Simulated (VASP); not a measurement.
# PbS (Fm-3m) in VASP: band structure with PBEsol

Aim: the band structure of PbS with PBEsol.

Program: VASP 6.6.1. These are calculated values, not measurements. Logs are shortened: lines on timing, memory, paths and dates and some standing lists are left out, and cuts for length are marked.

**1. Starting point**

It takes space group Fm-3m (No. 225, cubic). The conventional cell has a = 5.904 Å, b = 5.904 Å, c = 5.904 Å, α = 90.00°, β = 90.00°, γ = 90.00°. Around Pb (site symmetry m-3m) lie 6 S at 2.95 Å. S (site symmetry m-3m) is surrounded by 6 Pb at 2.95 Å.

The cell was built by a generator and needn't be a form met in nature.

**2. Band structure, PBEsol**

The input, POSCAR:

```
PbS                                     
1.0
    0.0000000000      2.9518845311      2.9518845311
    2.9518845311      0.0000000000      2.9518845311
    2.9518845311      2.9518845311      0.0000000000
  Pb              S             
     1     1
Direct
     0.0000000000000000    0.0000000000000000    0.0000000000000000
     0.5000000000000000    0.5000000000000000    0.5000000000000000
```

The input, INCAR.step1:

```
SYSTEM = PbS
PREC = Accurate
ENCUT = 520
EDIFF = 1E-6
ISMEAR = 0
SIGMA = 0.02
LREAL = .False.
LASPH = .True.
NELM = 100
ALGO = Normal
ISIF = 2
LWAVE = .False.
LCHARG = .True.
GGA = PS
NBANDS = 17
```

The input, KPOINTS.step1:

```
Automatic mesh
0
Gamma
  10 10 10
  0 0 0
```

The input, INCAR.step2:

```
SYSTEM = PbS
PREC = Accurate
ENCUT = 520
EDIFF = 1E-6
ISMEAR = 0
SIGMA = 0.05
LREAL = .False.
LASPH = .True.
NELM = 100
ALGO = Normal
ISIF = 2
LWAVE = .False.
LCHARG = .False.
GGA = PS
NBANDS = 17
ICHARG = 11
```

The input, KPOINTS.step2:

```
path GXWKGLUWLK,UX
10
line-mode
reciprocal
 0.0000000000  0.0000000000  0.0000000000  G
 0.5000000000  0.0000000000  0.5000000000  X

 0.5000000000  0.0000000000  0.5000000000  X
 0.5000000000  0.2500000000  0.7500000000  W

 0.5000000000  0.2500000000  0.7500000000  W
 0.3750000000  0.3750000000  0.7500000000  K

 0.3750000000  0.3750000000  0.7500000000  K
 0.0000000000  0.0000000000  0.0000000000  G

 0.0000000000  0.0000000000  0.0000000000  G
 0.5000000000  0.5000000000  0.5000000000  L

 0.5000000000  0.5000000000  0.5000000000  L
 0.6250000000  0.2500000000  0.6250000000  U

 0.6250000000  0.2500000000  0.6250000000  U
 0.5000000000  0.2500000000  0.7500000000  W

 0.5000000000  0.2500000000  0.7500000000  W
 0.5000000000  0.5000000000  0.5000000000  L

 0.5000000000  0.5000000000  0.5000000000  L
 0.3750000000  0.3750000000  0.7500000000  K

 0.6250000000  0.2500000000  0.6250000000  U
 0.5000000000  0.0000000000  0.5000000000  X
```

Potentials or basis: VASP PAW PBE potentials, release 64 (Pb_d, S).

Command:

```
> cat potpaw_PBE.64/Pb_d/POTCAR potpaw_PBE.64/S/POTCAR > POTCAR
> cp INCAR.step1 INCAR
> cp KPOINTS.step1 KPOINTS
> mpirun -np 1 vasp_std > vasp.out
> cp INCAR.step2 INCAR
> cp KPOINTS.step2 KPOINTS
> mpirun -np 1 vasp_std > vasp.out
```

OUTCAR:

```text
SYSTEM = PbS
   PREC = Accurate
   ENCUT = 520
   EDIFF = 1E-6
   ISMEAR = 0
   LREAL = .False.
   LASPH = .True.
   NELM = 100
   ISIF = 2
   GGA = PS
   ICHARG = 11

 ion  position               nearest neighbor table
   1  0.000  0.000  0.000-   2 2.95   2 2.95   2 2.95   2 2.95   2 2.95   2 2.95
   2  0.500  0.500  0.500-   1 2.95   1 2.95   1 2.95   1 2.95   1 2.95   1 2.95

  LATTYP: Found a face centered cubic cell.
 ALAT       =     5.9037690622

  Lattice vectors:

 A1 = (   0.0000000000,   2.9518845311,   2.9518845311)
 A2 = (   2.9518845311,   0.0000000000,   2.9518845311)
 A3 = (   2.9518845311,   2.9518845311,   0.0000000000)

Analysis of symmetry for initial positions (statically):
=====================================================================
 Subroutine PRICEL returns:
 Original cell was already a primitive cell.

 Routine SETGRP: Setting up the symmetry group for a
 face centered cubic supercell.

 Subroutine GETGRP returns: Found 48 space group operations
 (whereof 48 operations were pure point group operations)
 out of a pool of 48 trial point group operations.

The static configuration has the point symmetry O_h .

Analysis of symmetry for dynamics (positions and initial velocities):
=====================================================================
 Subroutine PRICEL returns:
 Original cell was already a primitive cell.

 Routine SETGRP: Setting up the symmetry group for a
 face centered cubic supercell.

 Subroutine GETGRP returns: Found 48 space group operations
 (whereof 48 operations were pure point group operations)
 out of a pool of 48 trial point group operations.

The dynamic configuration has the point symmetry O_h .

 Subroutine INISYM returns: Found 48 space group operations
 (whereof 48 operations are pure point group operations),
 and found     1 'primitive' translations

----------------------------------------------------------------------------------------

                                     Primitive cell

  volume of cell :      51.4432

  direct lattice vectors                    reciprocal lattice vectors
     0.000000000  2.951884531  2.951884531    -0.169383319  0.169383319  0.169383319
     2.951884531  0.000000000  2.951884531     0.169383319 -0.169383319  0.169383319
     2.951884531  2.951884531  0.000000000     0.169383319  0.169383319 -0.169383319

  length of vectors
     4.174595138  4.174595138  4.174595138     0.293380515  0.293380515  0.293380515

  position of ions in fractional coordinates (direct lattice)
     0.000000000  0.000000000  0.000000000
     0.500000000  0.500000000  0.500000000

  ion indices of the primitive-cell ions
   primitive index   ion index
                 1           1
                 2           2

----------------------------------------------------------------------------------------

 KPOINTS: path GXWKGLUWLK,UX

Interpolating k-points between supplied coordinates.

 Line segments in fractional coordinates (reciprocal lattice):
    0.000000  0.000000  0.000000  ...  0.500000  0.000000  0.500000
    0.500000  0.000000  0.500000  ...  0.500000  0.250000  0.750000
    0.500000  0.250000  0.750000  ...  0.375000  0.375000  0.750000
    0.375000  0.375000  0.750000  ...  0.000000  0.000000  0.000000
    0.000000  0.000000  0.000000  ...  0.500000  0.500000  0.500000
    0.500000  0.500000  0.500000  ...  0.625000  0.250000  0.625000
    0.625000  0.250000  0.625000  ...  0.500000  0.250000  0.750000
    0.500000  0.250000  0.750000  ...  0.500000  0.500000  0.500000
    0.500000  0.500000  0.500000  ...  0.375000  0.375000  0.750000
    0.625000  0.250000  0.625000  ...  0.500000  0.000000  0.500000

 Generated    10 points on each line segment, for a total of    100 k-points:

 Following reciprocal coordinates:
            Coordinates               Weight
  0.000000  0.000000  0.000000      0.010000
  0.055556  0.000000  0.055556      0.010000
  0.111111  0.000000  0.111111      0.010000
  0.166667  0.000000  0.166667      0.010000
  0.222222  0.000000  0.222222      0.010000
  0.277778  0.000000  0.277778      0.010000
[... 16 lines left out ...]
  0.472222  0.277778  0.750000      0.010000
  0.458333  0.291667  0.750000      0.010000
 [... further k-points ...]
   k-points           NKPTS =    100   k-points in BZ     NKDIM =    100   number of bands    NBANDS=     17
   number of dos      NEDOS =    301   number of ions     NIONS =      2
   total plane-waves  NPLWV =  32768
   dimension x,y,z NGX =    32 NGY =   32 NGZ =   32
   dimension x,y,z NGXF=    64 NGYF=   64 NGZF=   64
   ions per type =               1   1
   NGX,Y,Z   is equivalent  to a cutoff of  12.74, 12.74, 12.74 a.u.
   NGXF,Y,Z  is equivalent  to a cutoff of  25.49, 25.49, 25.49 a.u.
 SYSTEM =  PbS
   PREC   = accura    normal or accurate (medium, high low for compatibility)
   ISTART =      0    job   : 0-new  1-cont  2-samecut
   ICHARG =     11    charge: 1-file 2-atom 10-const
   ISPIN  =      1    spin polarized calculation?
   LNONCOLLINEAR =      F non collinear calculations
   LSORBIT =      F    spin-orbit coupling
   LASPH  =      T    aspherical Exc in radial PAW
   ENCUT  =  520.0 eV  38.22 Ry    6.18 a.u.   7.76  7.76  7.76*2*pi/ulx,y,z
   NELM   =    100;   NELMIN=  2; NELMDL=  0     # of ELM steps
   EDIFF  = 0.1E-05   stopping-criterion for ELM
   LREAL  =      F    real-space projection
   EDIFFG = 0.1E-04   stopping-criterion for IOM
   NSW    =      0    number of steps for IOM
   IBRION =     -1    ionic relax: 0-MD 1-quasi-New 2-CG
   NFREE  =      0    steps in history (QN), initial steepest desc. (CG)
   ISIF   =      2    stress and relaxation
   ISYM   =      2    0-nonsym 1-usesym 2-fastsym
   POTIM  = 0.5000    time-step for ionic-motion
   TEBEG  =    0.0;   TEEND  =   0.0 temperature during run
   PSTRESS=    0.0 pullay stress
   NELECT =      20.0000    total number of electrons
   NUPDOWN=      -1.0000    fix difference up-down
   EMIN   =  10.00;   EMAX   =-10.00  energy-range for DOS
   EFERMI =   0.00;   METHOD = LEGACY
   ISMEAR =     0;   SIGMA  =   0.05  broadening in eV -4-tet -1-fermi 0-gaus
   EFERMI_NEDOS =   21; number of points for ismear=-14 and -15
   IALGO  =     38    algorithm
   IMIX   =      4    mixing-type and parameters
     AMIX     =   0.40;   BMIX     =  1.00
     AMIX_MAG =   1.60;   BMIX_MAG =  1.00
  volume/ion in A,a.u.               =      25.72       173.58
  Fermi-wavevector in a.u.,A,eV,Ry     =   1.194837  2.257915 19.424172  1.427636
  Thomas-Fermi vector in A             =   2.330818
   LORBIT       =      0    0 simple, 1 ext, 2 COOP (PROOUT), +10 PAW based schemes
   GGA     = PS    functional components
   LHFCALC =     F    Hartree Fock is set to
   AEXX    =    0.0000 exact exchange contribution
   IVDW    =     0    specifies the selected vdW correction
   LEPSILON=     F    determine dielectric tensor
   LRPA    =     F    only Hartree local field effects (RPA)
 non-spin polarized calculation
 Gauss-broadening in eV      SIGMA  =   0.05
  energy-cutoff  :      520.00
  volume of cell :       51.44
 maximum number of plane-waves:      1411
 NGX is ok and might be reduce to    32

 number of electron      19.9999997 magnetization

 Free energy of the ion-electron system (eV)
  ---------------------------------------------------
  ext. energy  EPLUGINS =         0.00000000
  ---------------------------------------------------
  free energy    TOTEN  =       -10.48596035 eV

  energy without entropy =      -10.48592036  energy(sigma->0) =      -10.48594035

 E-fermi :   5.9920     XC(G=0):  -9.9530

 val. band max:        5.8916046495   @ k =   0.5000   0.5000   0.5000
 cond. band min:       6.0924290491   @ k =   0.5000   0.5000   0.5000
 fundamental gap:      0.2008243996
 Fermi energy:         5.9920168509

 k-point     1 :       0.0000    0.0000    0.0000
  band No.  band energies     occupation
      1     -10.8906      2.00000
      2     -10.8906      2.00000
      3     -10.8906      2.00000
      4     -10.8827      2.00000
      5     -10.8827      2.00000
      6      -7.8571      2.00000
[... 9 lines left out ...]
     16      12.4834      0.00000
     17      14.2776      0.00000

 k-point     2 :       0.0556    0.0000    0.0556
  band No.  band energies     occupation
      1     -10.8915      2.00000
      2     -10.8887      2.00000
      3     -10.8887      2.00000
      4     -10.8850      2.00000
      5     -10.8818      2.00000
      6      -7.8202      2.00000
[... 9 lines left out ...]
     16      12.7814      0.00000
     17      14.6717      0.00000

 k-point     3 :       0.1111    0.0000    0.1111
  band No.  band energies     occupation
      1     -10.8939      2.00000
      2     -10.8932      2.00000
      3     -10.8832      2.00000
      4     -10.8832      2.00000
      5     -10.8794      2.00000
      6      -7.7094      2.00000
[... 9 lines left out ...]
     16      13.4675      0.00000
     17      15.1392      0.00000

 k-point     4 :       0.1667    0.0000    0.1667
  band No.  band energies     occupation
      1     -10.9088      2.00000
      2     -10.8976      2.00000
      3     -10.8756      2.00000
      4     -10.8747      2.00000
      5     -10.8747      2.00000
      6      -7.5264      2.00000
[... 9 lines left out ...]
     16      14.3438      0.00000
     17      15.3369      0.00000
[... 343 lines left out ...]
      1     -11.0051      2.00000
      2     -10.8813      2.00000
      3     -10.8768      2.00000
      4     -10.8689      2.00000
      5     -10.8245      2.00000
      6      -6.0470      2.00000
[... 9 lines left out ...]
     16      17.8867      0.00000
     17      18.1087      0.00000

 k-point    23 :       0.4722    0.2778    0.7500
  band No.  band energies     occupation
      1     -11.0055      2.00000
      2     -10.8825      2.00000
      3     -10.8789      2.00000
      4     -10.8648      2.00000
      5     -10.8250      2.00000
      6      -6.0527      2.00000
[... 9 lines left out ...]
     16      17.9344      0.00000
     17      18.0386      0.00000

 k-point    24 :       0.4583    0.2917    0.7500
  band No.  band energies     occupation
      1     -11.0061      2.00000
      2     -10.8852      2.00000
      3     -10.8787      2.00000
      4     -10.8607      2.00000
      5     -10.8257      2.00000
      6      -6.0606      2.00000
[... 9 lines left out ...]
     16      17.9369      0.00000
     17      18.0242      0.00000

 [... further k-points ...]

------------------------ aborting loop because EDIFF is reached ----------------------------------------

  FORCE on cell =-STRESS in cart. coord.  units (eV):
  Direction    XX          YY          ZZ          XY          YZ          ZX
  --------------------------------------------------------------------------------------
  -------------------------------------------------------------------------------------
  Total       -1.4352036     -1.4352036     -1.4352036     -0.0000000      0.0000000     -0.0000000
  in kB      -44.6988148    -44.6988148    -44.6988148     -0.0000000      0.0000000     -0.0000000
  external PRESSURE =     -44.6988148 kB  Pullay stress =       0.0000000 kB

 VOLUME and BASIS-vectors are now :
 -----------------------------------------------------------------------------
  energy-cutoff  :      520.00
  volume of cell :       51.44
      direct lattice vectors                 reciprocal lattice vectors
     0.000000000  2.951884531  2.951884531    -0.169383319  0.169383319  0.169383319
     2.951884531  0.000000000  2.951884531     0.169383319 -0.169383319  0.169383319
     2.951884531  2.951884531  0.000000000     0.169383319  0.169383319 -0.169383319

 POSITION                                       TOTAL-FORCE (eV/Angst)
 -----------------------------------------------------------------------------------
      0.00000      0.00000      0.00000         0.000000      0.000000      0.000000
      2.95188      2.95188      2.95188        -0.000000     -0.000000     -0.000000
 -----------------------------------------------------------------------------------
    total drift:                                0.000000     -0.000000     -0.000000

  FREE ENERGIE OF THE ION-ELECTRON SYSTEM (eV)
  ---------------------------------------------------
  free  energy   TOTEN  =       -10.4859603497 eV

  energy  without entropy=      -10.4859203592  energy(sigma->0) =      -10.48594035
```

It took 35 s on 1 thread of Intel Xeon Platinum 8488C (Sapphire Rapids), shared host; peak memory 0.22 GiB.

Results:

```
Band gap on the k mesh  : 0.20 eV, direct
Band gap along the path : 0.20 eV, direct
```

Levels at the corners of the path, in eV from the valence-band top:
```csv
point,band 8,band 9,band 10,band 11,band 12,band 13
Γ,-2.26,-2.26,-2.26,5.18,5.18,5.18
X,-5.39,-3.57,-3.57,3.64,5.56,5.68
X,-5.39,-3.57,-3.57,3.64,5.56,5.68
W,-4.60,-4.60,-1.06,2.09,4.58,4.58
W,-4.60,-4.60,-1.06,2.09,4.58,4.58
K,-4.96,-3.06,-2.59,3.24,4.09,5.01
K,-4.96,-3.06,-2.59,3.24,4.09,5.01
Γ,-2.26,-2.26,-2.26,5.18,5.18,5.18
Γ,-2.26,-2.26,-2.26,5.18,5.18,5.18
L,-1.85,-1.85,0.00,0.20,1.85,1.85
L,-1.85,-1.85,0.00,0.20,1.85,1.85
U,-4.96,-3.06,-2.59,3.24,4.09,5.01
U,-4.96,-3.06,-2.59,3.24,4.09,5.01
W,-4.60,-4.60,-1.06,2.09,4.58,4.58
W,-4.60,-4.60,-1.06,2.09,4.58,4.58
L,-1.85,-1.85,0.00,0.20,1.85,1.85
L,-1.85,-1.85,0.00,0.20,1.85,1.85
K,-4.96,-3.06,-2.59,3.24,4.09,5.01
U,-4.96,-3.06,-2.59,3.24,4.09,5.01
X,-5.39,-3.57,-3.57,3.64,5.56,5.68
```

Caveat: the log is that of the step along the path at fixed density, whose energy, stress, charges and moments have no meaning; the PAW data sets were made with another functional, which shifts forces and pressure a little; spin-orbit coupling is left out, which as a rule narrows the gap of such compounds by several tenths of an eV.
